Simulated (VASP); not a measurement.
Write the native input for VASP 6.6.1 that does the following.

```
Task                   : band structure
Functional             : SCAN
Potentials or basis    : VASP PAW PBE potentials, release 64 (Ga_d, P)
Cutoff                 : 520 eV
k mesh                 : 6 × 6 × 6
Occupations            : fermi-dirac, width 0.05 eV
Spin                   : spin-orbit coupling, no magnetisation
Further INCAR settings : ALGO = Normal; EDIFF = 1e-07
```

The structure of GaP lies in POSCAR:

```
GaP
1.0
    0.0000000000      2.7252500000      2.7252500000
    2.7252500000      0.0000000000      2.7252500000
    2.7252500000      2.7252500000      0.0000000000
Ga P
1 1
Direct
    0.0000000000      0.0000000000      0.0000000000
    0.7500000000      0.7500000000      0.7500000000
```

The input as run:

INCAR

```
SYSTEM = GaP
  PREC = Accurate
  ENCUT = 520
  EDIFF = 1E-7
  ISMEAR = -1
  SIGMA = 0.05
  LREAL = .False.
  LASPH = .True.
  NELM = 100
  ALGO = Normal
  ISIF = 2
  LWAVE = .False.
  LCHARG = .False.
  LNONCOLLINEAR = .True.
  MAGMOM = 0 0 0 0 0 0
  LORBIT = 11
  LSORBIT = .True.
  GGA_COMPAT = .False.
  METAGGA = SCAN
  LMIXTAU = .True.
```

KPOINTS

```
regular mesh
0
Gamma
  6 6 6
  0 0 0
```

KPOINTS_OPT

```
path GXWKGLUWLK,UX
15
line-mode
reciprocal
 0.0000000000  0.0000000000  0.0000000000  G
 0.5000000000  0.0000000000  0.5000000000  X

 0.5000000000  0.0000000000  0.5000000000  X
 0.5000000000  0.2500000000  0.7500000000  W

 0.5000000000  0.2500000000  0.7500000000  W
 0.3750000000  0.3750000000  0.7500000000  K

 0.3750000000  0.3750000000  0.7500000000  K
 0.0000000000  0.0000000000  0.0000000000  G

 0.0000000000  0.0000000000  0.0000000000  G
 0.5000000000  0.5000000000  0.5000000000  L

 0.5000000000  0.5000000000  0.5000000000  L
 0.6250000000  0.2500000000  0.6250000000  U

 0.6250000000  0.2500000000  0.6250000000  U
 0.5000000000  0.2500000000  0.7500000000  W

 0.5000000000  0.2500000000  0.7500000000  W
 0.5000000000  0.5000000000  0.5000000000  L

 0.5000000000  0.5000000000  0.5000000000  L
 0.3750000000  0.3750000000  0.7500000000  K

 0.6250000000  0.2500000000  0.6250000000  U
 0.5000000000  0.0000000000  0.5000000000  X
```

Potentials or basis: VASP PAW PBE potentials, release 64 (Ga_d, P).

The run is started by

```console
$ cat potpaw_PBE.64/Ga_d/POTCAR potpaw_PBE.64/P/POTCAR > POTCAR
$ mpirun -np 1 vasp_ncl > vasp.out
```

Results of the run:

```yaml
Pressure: 0.0 GPa
Valence_electrons_inside_the_program's_atomic_spheres: Ga 11.70; P 2.55
```

Caveat: the PAW data sets were made with another functional, which shifts forces and pressure a little.

Run time: 21 min on 1 thread of Intel(R) Xeon(R) Platinum 8488C (Sapphire Rapids), with other jobs on the host, peak memory 0.35 GiB.
